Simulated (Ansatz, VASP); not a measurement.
Cu: VASP beside Ansatz

```
Cu
1.0
     2.51137    0.00000    0.00000
    -1.25568    2.17491    0.00000
     0.00000    0.00000    4.07568
Cu
2
Direct
  0.33333 0.66667 0.25000
  0.66667 0.33333 0.75000
```

This isn't the form of Cu at room conditions, which is fcc.

Alike in both runs: task single point; functional PBEsol; k mesh 10 × 10 × 6; occupations fermi-dirac, width 0.15 eV; no spin polarisation.

|  | VASP | Ansatz |
| --- | --- | --- |
| version | VASP 6.6.1 | Ansatz 0.2.0 |
| potentials or method | VASP PAW PBE potentials, release 64 (Cu) | plane waves, PAW |
| plane-wave cutoff (eV) | 520 | 470 |
| valence electrons in the cell | 22 | 38 |

|  | VASP | Ansatz | Ansatz less VASP |
| --- | --- | --- | --- |
| pressure (GPa) | 3.9 | 3.2 | -0.71 |
| largest component of the traceless stress (GPa) | 0.75 | 0.81 | +0.065 |

With one functional, cell and mesh, what is left measures potentials, basis and numerics. The two sets of potentials don't hold the same shells in valence.

Caveats: the PAW data sets were made with another functional, which shifts forces and pressure a little (VASP).
